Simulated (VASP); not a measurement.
# Hf (P6_3/mmc) in VASP: a series of runs

The runs below take Hf through single point, relaxation of cell and atoms, with PBE, PBE+rVV10.

Everything below comes from runs of VASP 6.6.1. Logs are shortened: lines on timing, memory, paths and dates and some standing lists are left out, and cuts for length are marked.

### 1 Starting point

Symmetry: P6_3/mmc, No. 194, hexagonal system. Conventional cell: a = 3.197 Å, b = 3.197 Å, c = 5.058 Å, α = 90.00°, β = 90.00°, γ = 120.00°. Around Hf (site symmetry -6m2) lie 12 Hf at 3.13 to 3.20 Å.

### 2 Single point, PBE

The input, run.py:

```python
from ase.calculators.vasp import Vasp
from ase.dft.bandgap import bandgap
from ase.spacegroup import crystal

atoms = crystal(
    ['Hf'],
    basis=[[0.6666666667, 0.3333333333, 0.75]],
    spacegroup=194,
    setting=1,
    cellpar=[3.1967, 3.1967, 5.0578, 90.0, 90.0, 120.0],
    primitive_cell=True,
)
calc = Vasp(
    directory='calc',
    xc='pbe',
    pp='PBE',
    setups='minimal',
    prec='Accurate',
    encut=500,
    ediff=1e-06,
    ismear=0,
    sigma=0.1,
    lreal=False,
    lasph=True,
    nelm=60,
    algo='Normal',
    isif=2,
    lwave=False,
    lcharg=True,
    lelf=True,
    lvhar=True,
    kpts=[10, 10, 5],
    gamma=True,
)
atoms.calc = calc

print('energy (eV):', atoms.get_potential_energy())
print('free energy (eV):', atoms.get_potential_energy(force_consistent=True))
print('forces (eV/A):')
print(atoms.get_forces())
print('stress (eV/A^3, Voigt):', atoms.get_stress())
print('Fermi level (eV):', calc.get_fermi_level())
gap, top, bottom = bandgap(calc)
print('band gap (eV):', gap, 'from (spin, k, band)', top, 'to', bottom)
```

Potentials or basis: VASP PAW PBE potentials, release 64 (Hf).

On the command line:

```sh
$ python run.py
```

Standard output:

```text
energy (eV): -19.91366291
free energy (eV): -19.91660072
forces (eV/A):
[[-0.  0.  0.]
 [ 0. -0.  0.]]
stress (eV/A^3, Voigt): [ 0.00310647  0.00310647  0.00718155 -0.         -0.          0.        ]
Fermi level (eV): 5.22914065
band gap (eV): 0.0 from (spin, k, band) (None, None, None) to (None, None, None)
```

OUTCAR:

```text
ENCUT = 500.000000
   EDIFF = 1.00e-06
   GGA = PE
   PREC = Accurate
   ISIF = 2
   ISMEAR = 0
   NELM = 60
   LASPH = .TRUE.
   LREAL = .FALSE.

 ion  position               nearest neighbor table
   1  0.667  0.333  0.750-   2 3.13   2 3.13   2 3.13   2 3.13   2 3.13   2 3.13
   2  0.333  0.667  0.250-   1 3.13   1 3.13   1 3.13   1 3.13   1 3.13   1 3.13

  LATTYP: Found a hexagonal cell.
 ALAT       =     3.1967000000
 C/A-ratio  =     1.5821941377

  Lattice vectors:

 A1 = (   3.1967000000,   0.0000000000,   0.0000000000)
 A2 = (  -1.5983500000,   2.7684234083,   0.0000000000)
 A3 = (   0.0000000000,   0.0000000000,   5.0578000000)

Analysis of symmetry for initial positions (statically):
=====================================================================
 Subroutine PRICEL returns:
 Original cell was already a primitive cell.

 Routine SETGRP: Setting up the symmetry group for a
 hexagonal supercell.

 Subroutine GETGRP returns: Found 24 space group operations
 (whereof 12 operations were pure point group operations)
 out of a pool of 24 trial point group operations.

The static configuration has the point symmetry D_3d.
 The point group associated with its full space group is D_6h.

Analysis of symmetry for dynamics (positions and initial velocities):
=====================================================================
 Subroutine PRICEL returns:
 Original cell was already a primitive cell.

 Routine SETGRP: Setting up the symmetry group for a
 hexagonal supercell.

 Subroutine GETGRP returns: Found 24 space group operations
 (whereof 12 operations were pure point group operations)
 out of a pool of 24 trial point group operations.

The dynamic configuration has the point symmetry D_3d.
 The point group associated with its full space group is D_6h.

 Subroutine INISYM returns: Found 24 space group operations
 (whereof 12 operations are pure point group operations),
 and found     1 'primitive' translations

----------------------------------------------------------------------------------------

                                     Primitive cell

  volume of cell :      44.7606

  direct lattice vectors                    reciprocal lattice vectors
     3.196700000  0.000000000  0.000000000     0.312822598  0.180608211  0.000000000
    -1.598350000  2.768423408  0.000000000     0.000000000  0.361216423  0.000000000
     0.000000000  0.000000000  5.057800000     0.000000000  0.000000000  0.197714421

  length of vectors
     3.196700000  3.196700000  5.057800000     0.361216423  0.361216423  0.197714421

  position of ions in fractional coordinates (direct lattice)
     0.666666667  0.333333333  0.750000000
     0.333333333  0.666666667  0.250000000

  ion indices of the primitive-cell ions
   primitive index   ion index
                 1           1
                 2           2

----------------------------------------------------------------------------------------

 KPOINTS: KPOINTS created by Atomic Simulation Env

Automatic generation of k-mesh.
 Grid dimensions read from file:
 generate k-points for:   10   10    5

 Generating k-lattice:

  Cartesian coordinates                     Fractional coordinates (reciprocal lattice)
[... 21 lines left out ...]
  0.400000  0.000000  0.000000      6.000000
  0.500000 -0.000000  0.000000      3.000000
[... 34 lines left out ...]
  0.400000  0.200000  0.400000     12.000000
  0.300000  0.300000  0.400000     12.000000
   k-points           NKPTS =     42   k-points in BZ     NKDIM =     42   number of bands    NBANDS=      8
   number of dos      NEDOS =    301   number of ions     NIONS =      2
   total plane-waves  NPLWV =  23040
   dimension x,y,z NGX =    24 NGY =   24 NGZ =   40
   dimension x,y,z NGXF=    48 NGYF=   48 NGZF=   80
   ions per type =               2
   NGX,Y,Z   is equivalent  to a cutoff of  12.48, 12.48, 13.15 a.u.
   NGXF,Y,Z  is equivalent  to a cutoff of  24.96, 24.96, 26.30 a.u.
 SYSTEM =  unknown system
   PREC   = accura    normal or accurate (medium, high low for compatibility)
   ISTART =      0    job   : 0-new  1-cont  2-samecut
   ICHARG =      2    charge: 1-file 2-atom 10-const
   ISPIN  =      1    spin polarized calculation?
   LNONCOLLINEAR =      F non collinear calculations
   LSORBIT =      F    spin-orbit coupling
   LASPH  =      T    aspherical Exc in radial PAW
   ENCUT  =  500.0 eV  36.75 Ry    6.06 a.u.   5.83  5.83  9.22*2*pi/ulx,y,z
   NELM   =     60;   NELMIN=  2; NELMDL= -5     # of ELM steps
   EDIFF  = 0.1E-05   stopping-criterion for ELM
   LREAL  =      F    real-space projection
   EDIFFG = 0.1E-04   stopping-criterion for IOM
   NSW    =      0    number of steps for IOM
   IBRION =     -1    ionic relax: 0-MD 1-quasi-New 2-CG
   NFREE  =      0    steps in history (QN), initial steepest desc. (CG)
   ISIF   =      2    stress and relaxation
   ISYM   =      2    0-nonsym 1-usesym 2-fastsym
   POTIM  = 0.5000    time-step for ionic-motion
   TEBEG  =    0.0;   TEEND  =   0.0 temperature during run
   PSTRESS=    0.0 pullay stress
   NELECT =       8.0000    total number of electrons
   NUPDOWN=      -1.0000    fix difference up-down
   EMIN   =  10.00;   EMAX   =-10.00  energy-range for DOS
   EFERMI =   0.00;   METHOD = LEGACY
   ISMEAR =     0;   SIGMA  =   0.10  broadening in eV -4-tet -1-fermi 0-gaus
   EFERMI_NEDOS =   21; number of points for ismear=-14 and -15
   IALGO  =     38    algorithm
   IMIX   =      4    mixing-type and parameters
     AMIX     =   0.40;   BMIX     =  1.00
     AMIX_MAG =   1.60;   BMIX_MAG =  1.00
  volume/ion in A,a.u.               =      22.38       151.03
  Fermi-wavevector in a.u.,A,eV,Ry     =   0.922160  1.742629 11.570102  0.850379
  Thomas-Fermi vector in A             =   2.047656
   LORBIT       =      0    0 simple, 1 ext, 2 COOP (PROOUT), +10 PAW based schemes
   GGA     = PE    functional components
   LHFCALC =     F    Hartree Fock is set to
   AEXX    =    0.0000 exact exchange contribution
   IVDW    =     0    specifies the selected vdW correction
   LEPSILON=     F    determine dielectric tensor
   LRPA    =     F    only Hartree local field effects (RPA)
 non-spin polarized calculation
 Gauss-broadening in eV      SIGMA  =   0.10
  energy-cutoff  :      500.00
  volume of cell :       44.76
 maximum number of plane-waves:      1158
 NGX is ok and might be reduce to    24
   NGX = 11   NGY = 11   NGZ = 19

 number of electron       8.0000000 magnetization

 Free energy of the ion-electron system (eV)
  ---------------------------------------------------
  ext. energy  EPLUGINS =         0.00000000
  ---------------------------------------------------
  free energy    TOTEN  =       -19.91660072 eV

  energy without entropy =      -19.91072510  energy(sigma->0) =      -19.91366291

 E-fermi :   5.2291     XC(G=0): -11.0065

 val. band max:        5.2200227692   @ k =   0.1000   0.1000   0.4000
 cond. band min:       5.2372766253   @ k =   0.1000   0.1000   0.2000
 fundamental gap:      0.0172538561
 Fermi energy:         5.2291406480

 k-point     1 :       0.0000    0.0000    0.0000
  band No.  band energies     occupation
      1      -2.1239      2.00000
      2       1.5433      2.00000
      3       5.8723      0.00000
      4       6.4222      0.00000
      5       6.4222      0.00000
      6       6.6962      0.00000
      7       7.2409      0.00000
      8       7.2409      0.00000
[... 419 lines left out ...]
 k-point    40 :       0.3000    0.2000    0.4000
  band No.  band energies     occupation
      1       2.2739      2.00000
      2       2.7002      2.00000
      3       4.1376      2.00000
      4       4.7054      2.00000
      5       5.0687      1.97674
      6       5.3557      0.07353
      7       7.1080      0.00000
      8       8.1272      0.00000

 [... further k-points ...]

------------------------ aborting loop because EDIFF is reached ----------------------------------------

  FORCE on cell =-STRESS in cart. coord.  units (eV):
  Direction    XX          YY          ZZ          XY          YZ          ZX
  --------------------------------------------------------------------------------------
  -------------------------------------------------------------------------------------
  Total       -0.1390476     -0.1390476     -0.3214503     -0.0000000     -0.0000000      0.0000000
  in kB       -4.9771174     -4.9771174    -11.5061058     -0.0000000     -0.0000000      0.0000000
  external PRESSURE =      -7.1534469 kB  Pullay stress =       0.0000000 kB

 VOLUME and BASIS-vectors are now :
 -----------------------------------------------------------------------------
  energy-cutoff  :      500.00
  volume of cell :       44.76
      direct lattice vectors                 reciprocal lattice vectors
     3.196700000  0.000000000  0.000000000     0.312822598  0.180608211  0.000000000
    -1.598350000  2.768423408  0.000000000     0.000000000  0.361216423  0.000000000
     0.000000000  0.000000000  5.057800000     0.000000000  0.000000000  0.197714421

 POSITION                                       TOTAL-FORCE (eV/Angst)
 -----------------------------------------------------------------------------------
      1.59835      0.92281      3.79335        -0.000000      0.000000      0.000000
     -0.00000      1.84562      1.26445         0.000000     -0.000000      0.000000
 -----------------------------------------------------------------------------------
    total drift:                                0.000000     -0.000000     -0.000000

  FREE ENERGIE OF THE ION-ELECTRON SYSTEM (eV)
  ---------------------------------------------------
  free  energy   TOTEN  =       -19.9166007208 eV

  energy  without entropy=      -19.9107250978  energy(sigma->0) =      -19.91366291
```

INCAR:

```text
ENCUT = 500.000000
SIGMA = 0.100000
EDIFF = 1.00e-06
ALGO = Normal
GGA = PE
PREC = Accurate
ISIF = 2
ISMEAR = 0
NELM = 60
LASPH = .TRUE.
LCHARG = .TRUE.
LELF = .TRUE.
LVHAR = .TRUE.
LWAVE = .FALSE.
LREAL = .FALSE.
```

Wall time 34 s (1 thread of Intel Xeon Platinum 8375C at 2.90GHz (Ice Lake), shared host); peak memory 0.16 GiB.

Results:

| Quantity | Value |
| --- | --- |
| Free energy | -19.9166 eV |
| Pressure | -0.7 GPa |
| Band gap on the k mesh | none (metal or under the smearing width) |

Stress tensor (GPa, compression positive):
```
-0.50  0.00  0.00
 0.00 -0.50  0.00
 0.00  0.00 -1.15
```

Levels at points of the mesh, in eV from the Fermi level:
```
           k point  band 2  band 3  band 4  band 5  band 6  band 7
(0.00, 0.00, 0.00)   -3.69    0.64    1.19    1.19    1.47    2.01
(0.50, 0.00, 0.00)   -2.73   -2.21   -0.80    0.80    0.88    1.69
```

Spin-orbit coupling is left out, which matters for the levels of Hf.

### 3 Relaxation of cell and atoms, PBE+rVV10, spin-orbit coupling, no magnetisation

The input, INCAR:

```
PREC = Accurate
ENCUT = 580
EDIFF = 1E-7
ISMEAR = 1
SIGMA = 0.1
LREAL = F
LASPH = T
NELM = 100
ALGO = Fast
ISIF = 3
LWAVE = F
LCHARG = F
LNONCOLLINEAR = T
MAGMOM = 0 0 0 0 0 0
LORBIT = 11
LSORBIT = T
GGA_COMPAT = F
LMAXMIX = 4
GGA = PE
LUSE_VDW = T
IVDW_NL = 2
BPARAM = 10.0
CPARAM = 0.0093
IBRION = 2
NSW = 40
EDIFFG = -0.005
```

The input, KPOINTS:

```
regular mesh
0
Gamma
  7 7 4
```

The input, POSCAR:

```
Hf
1.0
    3.1967000000      0.0000000000      0.0000000000
   -1.5983500000      2.7684234083      0.0000000000
    0.0000000000      0.0000000000      5.0578000000
Hf
2
Direct
    0.6666666667      0.3333333333      0.7500000000
    0.3333333333      0.6666666667      0.2500000000
```

Potentials or basis: VASP PAW PBE potentials, release 54 (Hf).

On the command line:

```sh
$ cat potpaw_PBE.54/Hf/POTCAR > POTCAR
$ mpirun -np 1 vasp_ncl > vasp.out
```

OUTCAR:

```text
PREC = Accurate
   ENCUT = 580
   EDIFF = 1E-7
   ISMEAR = 1
   LREAL = F
   LASPH = T
   NELM = 100
   ISIF = 3
   LNONCOLLINEAR = T
   LORBIT = 11
   LSORBIT = T
   GGA = PE
   IVDW_NL = 2
   BPARAM = 10.0
   IBRION = 2
   NSW = 40
   EDIFFG = -0.005

 ion  position               nearest neighbor table
   1  0.667  0.333  0.750-   2 3.13   2 3.13   2 3.13   2 3.13   2 3.13   2 3.13
   2  0.333  0.667  0.250-   1 3.13   1 3.13   1 3.13   1 3.13   1 3.13   1 3.13

  LATTYP: Found a hexagonal cell.
 ALAT       =     3.1967000000
 C/A-ratio  =     1.5821941377
[... 901 lines left out ...]
    -0.0013561    -0.0018056    -0.0051707     0.0000000    -0.0013561
    -0.0066067    -0.0013561     0.0000000    -0.0013561     0.0000000
 l=   3
     0.0000000     0.0000000     0.0000000     0.0000000     0.0000000     0.0000000     0.0000000
     0.0000000     0.0000000     0.0000000     0.0000000     0.0000000     0.0000000     0.0000000
     0.0000000     0.0000000     0.0000000     0.0000000     0.0000000     0.0000000     0.0000000
     0.0000000     0.0000000     0.0000000     0.0000000     0.0000000     0.0000000     0.0000000
     0.0000000     0.0000000     0.0000000     0.0000000     0.0000000     0.0000000     0.0000000
     0.0000000     0.0000000     0.0000000     0.0000000     0.0000000     0.0000000     0.0000000
     0.0000000     0.0000000     0.0000000     0.0000000     0.0000000     0.0000000     0.0000000

 total charge

# of ion       s       p       d       tot
------------------------------------------
    1        0.616   0.504   1.981   3.101
    2        0.616   0.504   1.981   3.101
--------------------------------------------------
tot          1.232   1.008   3.961   6.201

 magnetization (x)

# of ion       s       p       d       tot
------------------------------------------
    1       -0.000   0.000   0.000  -0.000
    2       -0.000  -0.000   0.000  -0.000
--------------------------------------------------
tot         -0.000  -0.000   0.000  -0.000

 magnetization (y)

# of ion       s       p       d       tot
------------------------------------------
    1        0.000   0.000   0.000   0.000
    2        0.000   0.000   0.000   0.000
--------------------------------------------------
tot          0.000   0.000   0.000   0.000

 magnetization (z)

# of ion       s       p       d       tot
------------------------------------------
    1        0.000   0.000   0.000   0.000
    2        0.000   0.000   0.000   0.000
--------------------------------------------------
tot          0.000   0.000   0.000   0.000
```

CONTCAR:

```text
Hf
   1.00000000000000
     3.1727820345405906   -0.0000000000000000    0.0000000000000000
    -1.5863910172702953    2.7477098426048130   -0.0000000000000000
     0.0000000000000000    0.0000000000000000    5.0751957376605263
  Hf
     2
Direct
     0.6666666667000030    0.3333333332999970    0.7500000000000000
     0.3333333332999970    0.6666666667000030    0.2500000000000000

  0.00000000E+00  0.00000000E+00  0.00000000E+00
  0.00000000E+00  0.00000000E+00  0.00000000E+00
```

It took 13 min on 1 thread of Intel Xeon Platinum 8375C at 2.90GHz (Ice Lake), shared host; peak memory 0.48 GiB.

What came out:

```
Free energy                                           : -19.8429 eV
Relaxed volume                                        : 22.12 Å³/atom
Relaxed cell                                          : a = 3.173 Å, b = 3.173 Å, c = 5.075 Å, α = 90.00°, β = 90.00°, γ = 120.00°
Space group after relaxing (to 0.05 Å)                : P6_3/mmc (No. 194)
Energy gained by relaxing                             : 1.8 meV/atom
Ionic steps                                           : 5
Pressure after relaxing                               : 0.0 GPa
Valence electrons inside the program's atomic spheres : Hf 3.10
```

The path:
| step | energy change (eV) | largest force (eV/Å) | pressure (GPa) | volume (Å³) |
| --- | --- | --- | --- | --- |
| 1 | 0.0000 | 0.0000 | -1.32 | 44.76 |
| 2 | 0.0003 | 0.0000 | 1.84 | 43.58 |
| 3 | -0.0030 | 0.0000 | 0.19 | 44.18 |
| 4 | -0.0036 | 0.0000 | 0.01 | 44.24 |
| 5 | -0.0036 | 0.0000 | -0.02 | 44.24 |

Final structure:
```yaml
crystal:
  lattice:
    - [3.17278, 0.00000, 0.00000]
    - [-1.58639, 2.74771, 0.00000]
    - [0.00000, 0.00000, 5.07520]
  atoms:
    - { symbol: Hf, position: [0.66667, 0.33333, 0.75000] }
    - { symbol: Hf, position: [0.33333, 0.66667, 0.25000] }
```

### 4 For comparison

An earlier run on the cell as given: functional PBE; potentials or basis VASP PAW PBE potentials, release 64 (Hf_pv); cutoff 520 eV; k mesh 10 × 10 × 5; occupations fermi-dirac, width 0.05 eV; no spin polarisation.

* Pressure: 0.2 GPa
* Band gap on the k mesh: none (metal or under the smearing width)

### 5 The runs side by side

```csv
task,level,potentials or basis,spin,cell,k mesh,cutoff (eV),smearing,gap on the mesh (eV),pressure (GPa)
single point,PBE,"VASP PAW PBE potentials, release 64 (Hf)",off,as given,10 × 10 × 5,500,gaussian 0.1 eV,none,-0.7
relaxation of cell and atoms,PBE+rVV10,"VASP PAW PBE potentials, release 54 (Hf)","SOC, no magnetisation",relaxed,7 × 7 × 4,580,methfessel-paxton 0.1 eV,-,0.0
single point,PBE,"VASP PAW PBE potentials, release 64 (Hf_pv)",off,as given,10 × 10 × 5,520,fermi-dirac 0.05 eV,none,0.2
```

Total energies depend on the potentials used, so only differences within one code and one set of settings carry meaning.
